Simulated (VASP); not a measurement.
# Ge (I4_1/amd) in VASP: phonons with PBEsol

Aim: the phonons of Ge with PBEsol.

Program: VASP 6.6.1. These are calculated values, not measurements. Logs are shortened: lines on timing, memory, paths and dates and some standing lists are left out, and cuts for length are marked.

## (1) The structure

The structure is tetragonal, space group I4_1/amd (No. 141). Conventional cell: a = 4.883 Å, b = 4.883 Å, c = 2.714 Å, α = 90.00°, β = 90.00°, γ = 90.00°. Around Ge (site symmetry -4m2) lie 6 Ge at 2.53 to 2.71 Å.

This isn't the form of Ge at room conditions, which is diamond.

## (2) Phonons, PBEsol, target pressure 13.3 GPa, at which the enthalpy is minimised

Input file POSCAR:

```
Ge
1.0
   -2.4415822318      2.4415822318      1.3568925119
    2.4415822318     -2.4415822318      1.3568925119
    2.4415822318      2.4415822318     -1.3568925119
  Ge
     2
Direct
     0.2500000000000000    0.7500000000000000    0.5000000000000000
     0.5000000000000000    0.5000000000000000    0.0000000000000000
```

Input file INCAR.step1:

```
SYSTEM = Ge
PREC = Accurate
ENCUT = 600
EDIFF = 1E-8
ISMEAR = 0
SIGMA = 0.03
LREAL = .FALSE.
LASPH = .TRUE.
NELM = 80
ALGO = Normal
ISIF = 3
LWAVE = .FALSE.
LCHARG = .FALSE.
GGA = PS
PSTRESS = 133.0
IBRION = 2
NSW = 40
EDIFFG = -0.002
```

Input file INCAR.step2:

```
SYSTEM = Ge
PREC = Accurate
ENCUT = 600
EDIFF = 1E-8
ISMEAR = 0
SIGMA = 0.03
LREAL = .FALSE.
LASPH = .TRUE.
NELM = 80
ALGO = Normal
ISIF = 2
LWAVE = .FALSE.
LCHARG = .FALSE.
GGA = PS
PSTRESS = 133.0
IBRION = 6
NFREE = 2
POTIM = 0.015
NSW = 1
```

Input file KPOINTS:

```
regular mesh
0
G
  14 14 14
  0 0 0
```

Potentials or basis: VASP PAW PBE potentials, release 64 (Ge_d).

Started as:

```bash
> cat potpaw_PBE.64/Ge_d/POTCAR > POTCAR
> cp INCAR.step1 INCAR
> mpirun -np 1 vasp_std > vasp.out
> cp CONTCAR POSCAR
> cp INCAR.step2 INCAR
> mpirun -np 1 vasp_std > vasp.out
```

OUTCAR:

```text
SYSTEM = Ge
   PREC = Accurate
   ENCUT = 600
   EDIFF = 1E-8
   ISMEAR = 0
   LREAL = .FALSE.
   LASPH = .TRUE.
   NELM = 80
   ISIF = 2
   GGA = PS
   PSTRESS = 133.0
   IBRION = 6
   NFREE = 2
   POTIM = 0.015
   NSW = 1

 ion  position               nearest neighbor table
   1  0.250  0.750  0.500-   2 2.53   2 2.53   2 2.53   2 2.53
   2  0.500  0.500  0.000-   1 2.53   1 2.53   1 2.53   1 2.53

  LATTYP: Found a body centered tetragonal cell.
 ALAT       =     4.8847161638
 C/A-ratio  =     0.5557202264

  Lattice vectors:

 A1 = (  -2.4423580819,   2.4423580819,   1.3572677861)
 A2 = (   2.4423580819,  -2.4423580819,   1.3572677861)
 A3 = (   2.4423580819,   2.4423580819,  -1.3572677861)

Analysis of symmetry for initial positions (statically):
=====================================================================
 Subroutine PRICEL returns:
 Original cell was already a primitive cell.

 Routine SETGRP: Setting up the symmetry group for a
 body centered tetragonal supercell.

 Subroutine GETGRP returns: Found 16 space group operations
 (whereof  8 operations were pure point group operations)
 out of a pool of 16 trial point group operations.

The static configuration has the point symmetry D_2d.
 The point group associated with its full space group is D_4h.

Analysis of symmetry for dynamics (positions and initial velocities):
=====================================================================
 Subroutine PRICEL returns:
 Original cell was already a primitive cell.

 Routine SETGRP: Setting up the symmetry group for a
 body centered tetragonal supercell.

 Subroutine GETGRP returns: Found 16 space group operations
 (whereof  8 operations were pure point group operations)
 out of a pool of 16 trial point group operations.

[... 153 lines left out ...]

------------------------ aborting loop because EDIFF is reached ----------------------------------------

  FORCE on cell =-STRESS in cart. coord.  units (eV):
  Direction    XX          YY          ZZ          XY          YZ          ZX
  --------------------------------------------------------------------------------------
  -------------------------------------------------------------------------------------
  Total        2.6873398      2.6873398      2.6878387      0.0000000      0.0000000      0.0000000
  in kB      132.9501873    132.9501873    132.9748697      0.0000000      0.0000000      0.0000000
  external PRESSURE =      -0.0415853 kB  Pullay stress =     133.0000000 kB
[... 139 lines left out ...]
--------------------------------------- Ionic step        5  -------------------------------------------

 number of electron      28.0000021 magnetization

 Free energy of the ion-electron system (eV)
  ---------------------------------------------------
  ext. energy  EPLUGINS =         0.00000000
  ---------------------------------------------------
  free energy    TOTEN  =        -9.37466226 eV

  energy without entropy =       -9.37433053  energy(sigma->0) =       -9.37449640

 E-fermi :   8.2467     XC(G=0): -12.1693

 val. band max:        8.2297269860   @ k =  -0.2143  -0.1429   0.1429
 cond. band min:       8.2581251400   @ k =   0.3571   0.2143  -0.0000
 fundamental gap:      0.0283981540
 Fermi energy:         8.2467478999

 k-point     1 :       0.0000    0.0000    0.0000
  band No.  band energies     occupation
      1     -16.6102      2.00000
      2     -16.5133      2.00000
      3     -16.5076      2.00000
      4     -16.4717      2.00000
      5     -16.3395      2.00000
      6     -16.3325      2.00000
[... 481 lines left out ...]
      5     -16.3895      2.00000
      6     -16.3830      2.00000
[... 10 lines left out ...]
     17      11.5290      0.00000
     18      13.6569      0.00000

 [... further k-points ...]

------------------------ aborting loop because EDIFF is reached ----------------------------------------

  FORCE on cell =-STRESS in cart. coord.  units (eV):
  Direction    XX          YY          ZZ          XY          YZ          ZX
  --------------------------------------------------------------------------------------
  -------------------------------------------------------------------------------------
  Total        2.6282797      2.7479000      2.6877265      0.0000000      0.0000000      0.0000000
  in kB      130.0283198    135.9462716    132.9693178      0.0000000      0.0000000      0.0000000
  external PRESSURE =      -0.0186969 kB  Pullay stress =     133.0000000 kB
[... 21 lines left out ...]
  energy  without entropy=       -9.3743305262  energy(sigma->0) =       -9.37449640

  enthalpy is  TOTEN    =        -6.6863156249 eV   P V=        2.6883466393

 INTERNAL STRAIN TENSORS FROM DISPLACED ATOMS
 ============================================

 INTERNAL STRAIN TENSOR FOR ION    1 for displacements in x,y,z  (eV/Angst):
          X           Y           Z          XY          YZ          ZX
  --------------------------------------------------------------------------------
  x     0.00000     0.00000     0.00000     0.00000     0.00000     1.38617
  y     0.00000     0.00000     0.00000     0.00000    -1.38617     0.00000
  z     3.98623    -3.98623     0.00000     0.00000     0.00000     0.00000

 INTERNAL STRAIN TENSOR FOR ION    2 for displacements in x,y,z  (eV/Angst):
          X           Y           Z          XY          YZ          ZX
  --------------------------------------------------------------------------------
  x     0.00000     0.00000     0.00000     0.00000     0.00000    -1.38617
  y     0.00000     0.00000     0.00000     0.00000     1.38617     0.00000
  z    -3.98623     3.98623     0.00000     0.00000     0.00000     0.00000

 Eigenvectors and eigenvalues of the dynamical matrix
 ----------------------------------------------------

   1 f  =    7.088702 THz    44.539631 2PiTHz  236.453661 cm-1    29.316504 meV
             X         Y         Z           dx          dy          dz
      2.442358  0.000000  0.678634     0.000000   -0.707107    0.000000
      0.000000  0.000000  1.357268     0.000000    0.707107    0.000000
[... 21 lines left out ...]
   6 f  =    0.000000 THz     0.000000 2PiTHz    0.000000 cm-1     0.000000 meV
             X         Y         Z           dx          dy          dz
      2.442358  0.000000  0.678634     0.707107    0.000000    0.000000
      0.000000  0.000000  1.357268     0.707107    0.000000    0.000000

 ELASTIC MODULI CONTR FROM IONIC RELAXATION (kBar)
 Direction    XX          YY          ZZ          XY          YZ          ZX
 --------------------------------------------------------------------------------
 XX        -844.3347    844.3347      0.0000      0.0000     -0.0000      0.0000
 YY         844.3347   -844.3347      0.0000      0.0000      0.0000     -0.0000
 ZZ           0.0000      0.0000      0.0000      0.0000      0.0000      0.0000
 XY           0.0000      0.0000      0.0000      0.0000      0.0000      0.0000
 YZ          -0.0000      0.0000      0.0000      0.0000    -12.7351     -0.0000
 ZX           0.0000     -0.0000      0.0000      0.0000     -0.0000    -12.7351
 --------------------------------------------------------------------------------
```

OSZICAR.step1:

```text
N       E                     dE             d eps       ncg     rms          rms(c)
DAV:   1     0.154484955797E+03    0.15448E+03   -0.16095E+04  9328   0.503E+03
DAV:   2     0.787127739219E+01   -0.14661E+03   -0.14418E+03  8802   0.548E+02
DAV:   3    -0.899708264586E+01   -0.16868E+02   -0.16673E+02  9718   0.136E+02
DAV:   4    -0.943765991056E+01   -0.44058E+00   -0.43627E+00 10618   0.252E+01
[... 24 lines left out ...]
DAV:   3    -0.937476274113E+01    0.53716E-04   -0.85025E-05 11500   0.189E-01    0.949E-03
DAV:   4    -0.937475996400E+01    0.27771E-05   -0.92655E-06 11274   0.676E-02    0.193E-03
DAV:   5    -0.937475985006E+01    0.11393E-06   -0.49259E-07  9954   0.149E-02    0.113E-03
DAV:   6    -0.937475991269E+01   -0.62624E-07   -0.17659E-08  7442   0.279E-03    0.564E-05
DAV:   7    -0.937475991727E+01   -0.45802E-08   -0.26162E-09  4650   0.712E-04
   3 F= -.66864133E+01 E0= -.66862438E+01  d E =-.112888E-04
```

Wall time 23 min (1 thread of Intel Xeon Platinum 8375C at 2.90GHz (Ice Lake), shared host); peak memory 0.79 GiB.

What came out:

- Relaxed volume: 16.19 Å³/atom
- Relaxed cell: a = 3.711 Å, b = 3.711 Å, c = 3.711 Å, α = 97.69°, β = 97.69°, γ = 137.09°
- Space group after relaxing (to 0.05 Å): I4_1/amd (No. 141)
- Highest phonon frequency at Γ: 236 cm⁻¹

Step by step:
| step | energy change (eV) | largest force (eV/Å) | pressure (GPa) | volume (Å³) |
| --- | --- | --- | --- | --- |
| 1 | 0.0000 | 0.0000 | 13.42 | 32.36 |
| 2 | -0.0048 | 0.0000 | 13.17 | 32.41 |
| 3 | -0.0025 | 0.0000 | 13.30 | 32.39 |

Final structure:
```
Ge
1.0
    -2.44236    2.44236    1.35727
     2.44236   -2.44236    1.35727
     2.44236    2.44236   -1.35727
Ge
2
Direct
  0.25000 0.75000 0.50000
  0.50000 0.50000 0.00000
```

Phonon frequencies in cm⁻¹ (negative: imaginary):
```tsv
q point	frequencies
(0.000, 0.000, 0.000)	0 0 0 84 236 236
```

Caveat: the PAW data sets were made with another functional, which shifts forces and pressure a little.
